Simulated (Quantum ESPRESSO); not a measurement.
Equation of state of InAs under PBE+rVV10

It takes space group F-43m (No. 216, cubic). The conventional cell has a = 6.036 Å, b = 6.036 Å, c = 6.036 Å, α = 90.00°, β = 90.00°, γ = 90.00°. In (site symmetry -43m) has 4 As at 2.61 Å as nearest neighbours. Around As (site symmetry -43m) lie 4 In at 2.61 Å.

The cell was scaled at fixed shape and fractions and run with Quantum ESPRESSO, PseudoDojo 0.4.1 SR PBE standard, cutoff 1143 eV; PBE+rVV10, k mesh 8 × 8 × 8 on the cell of 2 atoms, fermi-dirac occupations of 0.05 eV, no spin polarisation, no spin-orbit coupling. Energies are those that the program minimises, any entropy of the smearing included. For a metal such a mesh isn't converged to the digits shown.

```csv
V (Å³/atom),energy over the lowest row (meV/atom)
25.8396,57.54
26.3894,?
26.9391,19.86
27.4889,8.86
28.0387,2.40
28.5885,0.00
29.1383,1.24
```

Question: Fit the third-order Birch-Murnaghan form, give V0, B0 and B′, and predict the energy left open.

Answer: With y = (V0/V)^(2/3), E = E0 + (9 V0 B0/16) [(y - 1)³ B′ + (y - 1)² (6 - 4y)]. Least squares through the rows shown give V0 = 28.6666 Å³/atom, E0 = -0.04 meV, B0 = 54.55 GPa (1 eV/Å³ = 160.218 GPa) and B′ = 4.59, with a largest miss of 0.01 meV. At V = 26.3894 the form with these constants gives 35.89 meV; the run gave 35.90 meV an atom. The runs are for a static lattice.

The fitted minimum lies at a larger volume than the listed cell, which corresponds to the row at 27.4889 Å³/atom and is therefore under compression in this description. The equilibrium volume is also somewhat above the experimental one, and the bulk modulus of 54.55 GPa is slightly below the measured value. Both deviations point to mild underbinding, probably because the semilocal exchange of PBE weakens the In–As bonds by more than the nonlocal correlation restores.

The modest stiffness fits long, polar covalent bonds in an open tetrahedral network. Compression raises the kinetic energy and the Pauli repulsion between the closed shells faster than it strengthens the sp³ bonding, so the curve is steeper on the compressed side and B′ is positive.

The close match for the omitted row confirms a smooth interpolation, not the accuracy of the functional. With only one volume beyond the minimum, B′ rests mainly on the compressed branch, and the curve alone can't say at what pressure a denser, more highly coordinated phase would take over.
